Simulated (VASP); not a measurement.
# InP (F-43m): a series in biaxial strain in the (001) plane, part 2 of 2

How do the elastic response and the band edges of InP follow biaxial strain in the (001) plane?

VASP 6.6.1, plane waves and PAW; the level of theory is named at each step.

So far: The starting structure; Relax the crystal, LDA; Strain along the normal, LDA; Band edges, HSE06; Band edges, LDA.

## (5) Band edges, LDA (continued)

Level of this step: LDA; plane waves and PAW (In_d, P); cell typed or built by script (VASP).

OUTCAR, selected parts (step 5):

```text
  Total       -0.2876754     -0.2876754     -0.0024293      0.0000000      0.0000000      0.0000000
  in kB       -9.2333033     -9.2333033     -0.0779719      0.0000000      0.0000000      0.0000000
  external PRESSURE =      -6.1815262 kB  Pullay stress =       0.0000000 kB

 POSITION                                       TOTAL-FORCE (eV/Angst)
 -----------------------------------------------------------------------------------
      0.00000      0.00000      0.00000         0.000000      0.000000     -0.000000
      1.47172      1.47172      1.44041         0.000000      0.000000      0.000000
 -----------------------------------------------------------------------------------
    total drift:                               -0.000000     -0.000000     -0.000012

  FREE ENERGIE OF THE ION-ELECTRON SYSTEM (eV)
  ---------------------------------------------------
  free  energy   TOTEN  =        -9.6660870784 eV

  energy  without entropy=       -9.6660870784  energy(sigma->0) =       -9.66608708

[... 1 part as in an earlier step ...]

[... 2 further parts left out ...]
[key lines of the parts left out:]
E-fermi :   5.2810
```

Read from the output:

| Property | Result |
| --- | --- |
| energy(sigma→0) of the program | -9.6661 eV |
| stress, compression positive | xx, yy, zz -0.92, -0.92, -0.01 GPa |

The run ends at a pressure of -0.62 GPa.

## (6) The table

LASPH is off in runs at LDA and on in runs at HSE06.

Hybrid runs start from orbitals of a short LDA run, not shown.

Runs beyond LDA use the data sets made with LDA; this shifts their levels slightly, and their total energies have another zero.

The other members went through these steps as far as the tables show, with the same cutoff and, step by step, the same mesh; 37 runs are not shown. The session took 1.8 core hours (wall time by ranks) on a shared machine.

| in-plane strain (%) | strain along the normal (%) | in-plane stress, tension positive (GPa) | energy above the unstrained row (meV/atom) | gap on the mesh, LDA (eV) |
| --- | --- | --- | --- | --- |
| -2.000 | 2.202 | -1.979 | 6.068 | 0.620 |
| -1.000 | 1.102 | -0.957 | 1.505 | 0.613 |
| -0.500 | 0.552 | -0.466 | 0.383 | 0.608 |
| 0 | -0.014 | 0.006 | 0.000 | 0.601 |
| 0.500 | -0.573 | 0.469 | 0.346 | 0.544 |
| 1.000 | -1.149 | 0.912 | 1.393 | 0.487 |
| 2.000 | -2.306 | 1.762 | 5.492 | 0.378 |

Slopes at zero strain, from cubics through all rows: strain ratio -1.125, stress over strain 93 GPa. For a cubic crystal strained in (001) the ratio is −2C₁₂/C₁₁.

Band edges at HSE06, counted from the valence-band top at Γ, with one row partly withheld:

| in-plane strain (%) | gap (eV) | conduction band at Γ (eV) | Δ or X valley along z (eV) | Δ or X valley along x (eV) | lowest conduction level at L, [111] (eV) | lowest conduction level at L, [-111] (eV) | second valence level below the top (eV) | third valence level below the top (eV) |
| --- | --- | --- | --- | --- | --- | --- | --- | --- |
| -2.000 | 1.647 | 1.647 | 2.420 | 2.165 | 2.265 | 2.265 | 0.000 | 0.230 |
| -1.000 | ? | ? | 2.385 | 2.260 | 2.304 | 2.304 | 0.000 | 0.111 |
| -0.500 | 1.629 | 1.629 | 2.369 | 2.307 | 2.316 | 2.316 | 0.000 | 0.054 |
| 0 | 1.621 | 1.621 | 2.352 | 2.353 | 2.323 | 2.323 | 0.001 | 0.001 |
| 0.500 | 1.559 | 1.559 | 2.284 | 2.346 | 2.274 | 2.274 | 0.053 | 0.053 |
| 1.000 | 1.498 | 1.498 | 2.218 | 2.340 | 2.222 | 2.222 | 0.104 | 0.104 |
| 2.000 | 1.379 | 1.379 | 2.095 | 2.332 | 2.114 | 2.114 | 0.201 | 0.201 |

Conduction masses, in electron masses:

| in-plane strain (%) | conduction mass at Γ, along the strain axis or the normal of the plane | conduction mass at Γ, across the strain axis or in the plane | L [111] mass, longitudinal | L [111] mass, transverse along [1-10] |
| --- | --- | --- | --- | --- |
| -2.000 | 0.102 | 0.098 | 1.874 | 0.163 |
| -1.000 | 0.098 | 0.096 | 1.976 | 0.154 |
| -0.500 | 0.096 | 0.095 | 1.990 | 0.149 |
| 0 | 0.095 | 0.095 | 2.010 | 0.146 |
| 0.500 | 0.092 | 0.093 | 2.005 | 0.142 |
| 1.000 | 0.090 | 0.092 | 1.942 | 0.138 |
| 2.000 | 0.085 | 0.090 | 1.886 | 0.132 |

Band edges at LDA, counted from the valence-band top at Γ:

| in-plane strain (%) | gap (eV) | conduction band at Γ (eV) | Δ or X valley along z (eV) | Δ or X valley along x (eV) | lowest conduction level at L, [111] (eV) | lowest conduction level at L, [-111] (eV) | second valence level below the top (eV) | third valence level below the top (eV) |
| --- | --- | --- | --- | --- | --- | --- | --- | --- |
| -2.000 | 0.619 | 0.619 | 1.633 | 1.385 | 1.307 | 1.307 | 0.000 | 0.222 |
| -1.000 | 0.612 | 0.612 | 1.598 | 1.477 | 1.344 | 1.344 | 0.000 | 0.106 |
| -0.500 | 0.606 | 0.606 | 1.582 | 1.522 | 1.356 | 1.356 | 0.000 | 0.052 |
| 0 | 0.600 | 0.600 | 1.565 | 1.566 | 1.364 | 1.364 | 0.001 | 0.001 |
| 0.500 | 0.542 | 0.542 | 1.501 | 1.560 | 1.318 | 1.318 | 0.051 | 0.051 |
| 1.000 | 0.486 | 0.486 | 1.438 | 1.555 | 1.271 | 1.271 | 0.100 | 0.100 |
| 2.000 | 0.376 | 0.376 | 1.320 | 1.549 | 1.171 | 1.171 | 0.193 | 0.193 |

Conduction masses, in electron masses:

| in-plane strain (%) | conduction mass at Γ, across the strain axis or in the plane | L [111] mass, longitudinal | L [111] mass, transverse along [1-10] |
| --- | --- | --- | --- |
| -2.000 | 0.051 | 2.088 | 0.148 |
| -1.000 | 0.050 | 2.125 | 0.140 |
| -0.500 | 0.050 | 2.169 | 0.137 |
| 0 | 0.049 | 2.166 | 0.134 |
| 0.500 | 0.048 | 2.157 | 0.131 |
| 1.000 | 0.048 | 2.181 | 0.129 |
| 2.000 | 0.046 | 2.033 | 0.123 |

## (7) Fit and prediction

The quantity to fit is the conduction level at Γ above the mean of the three top valence levels at HSE06: 1.724, 1.647, 1.621, 1.594, 1.567, 1.512 eV in the rows shown.

Fitting a parabola to the 6 known rows (e: strain in %) gives E = − 7.11e-4 e² − 0.05294 e + 1.621 in eV; the residuals are 1.6e-4 eV r.m.s.

For the withheld row, e = -1, the fit gives 1.6734 eV.

## (8) The withheld row

The calculation gives 1.6738 eV, so the prediction is 0.0004 eV too low.

## (9) Results

* ratio of normal to in-plane strain: -1.125
* biaxial modulus: 93 GPa
* gap of the unstrained cell, HSE06: 1.62 eV
* gap of the unstrained cell, LDA: 0.60 eV
* slope at zero strain of the conduction level at Γ above the mean of the three top valence levels, HSE06: -53 meV per %
* error of the predicted row: -0.4 meV
* valence shear potential |b|, HSE06: 1.69 eV

In words: As a check, the curvature of the energy gives 94 GPa for the same modulus (energy per volume = M × strain²), 0 % from the slope of the stress. At HSE06 the lowest conduction valley is Γ throughout, and the gap runs between 1.38 and 1.65 eV. At LDA the lowest conduction valley is Γ throughout, and the gap runs between 0.38 and 0.62 eV. Without spin-orbit coupling the three valence levels split by 3|b| times the difference of the strains; the rows within 1 % give |b| = 1.69 eV. Hole masses are left out throughout, since the top bands are degenerate or cross in many series; of conduction masses, those of the Γ, L and (for Si and Ge under (001) strain) Δ valleys are kept where they change by under an eighth between rows. HSE06 ran on a coarser mesh than the semilocal levels. Semilocal gaps are as a rule too small. Spin-orbit coupling is left out at HSE06 and LDA, so the valence splittings there lack it. Δ or X levels are the lowest on their line, refined by a parabola unless they lie at X; the gap is read from all points sampled and can differ from the lowest valley by some meV, or by tens of meV where strain moves the valence top off Γ. Temperature, zero-point motion and excitons are left out.

[Lines on the potential files, build, host, timing and source positions are cut from VASP's logs without a mark.]

[Logs are printed without paths, hosts, clocks, repeated set-up lines and the standing remarks that a program may print on its own settings, such as how far it seeks lower states.]

[Hosts, paths, dates, database ids (printed as entryN), source tags and the programs' standing remarks are cut or masked in the printed files.]

[In band tables of VASP the shares of atoms and orbitals are scaled to a sum of 1 inside the atoms' spheres.]
